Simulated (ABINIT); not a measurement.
Runs of ABINIT 10.8.3 (patched build) on CoO. The structure is trigonal, space group R-3m (No. 166). The conventional cell has a = 3.011 Å, b = 3.011 Å, c = 7.320 Å, α = 90.00°, β = 90.00°, γ = 120.00°. Around Co (site symmetry -3m) lie 6 O at 2.12 Å. Around O (site symmetry -3m) lie 6 Co at 2.12 Å. The cell is a database's computed one.

| spin | k mesh | most SCF steps | gap on the mesh (eV) | pressure (GPa) | moment (μB) |
| --- | --- | --- | --- | --- | --- |
| collinear, ferromagnetic start | 7 × 7 × 7 | - | none | -0.6 | 2.89 |
| collinear, random start | 7 × 7 × 7 | - | none | -0.6 | 2.89 |
| off | 7 × 7 × 7 | - | none | (a) | - |
| non-collinear, random start | 4 × 4 × 4 | 80 | none | -17.7 | 0.18 |

Alike in all rows: task single point; level PBE; potentials or basis Ansatz PAW PBE default generated set, frozen core; cell as given; cutoff (eV) 435; smearing fermi-dirac 0.05 eV; the mesh is coarse, so values aren't converged.

Q: Estimate the missing entries.

A: (a) -18.8.

Caveats: all runs use coarse meshes; semilocal functionals often make such compounds metallic where correlation or magnetic order opens a gap, which also shifts bond lengths; the atomic spheres overlap; a cell with one magnetic atom can't hold antiferromagnetic order, which such compounds often take (some runs); an odd number of electrons without spin polarisation forces a metal (some runs); a magnetic or distorted state may lie lower (some runs).

A gap of «none» marks a metal or a gap under the smearing width.
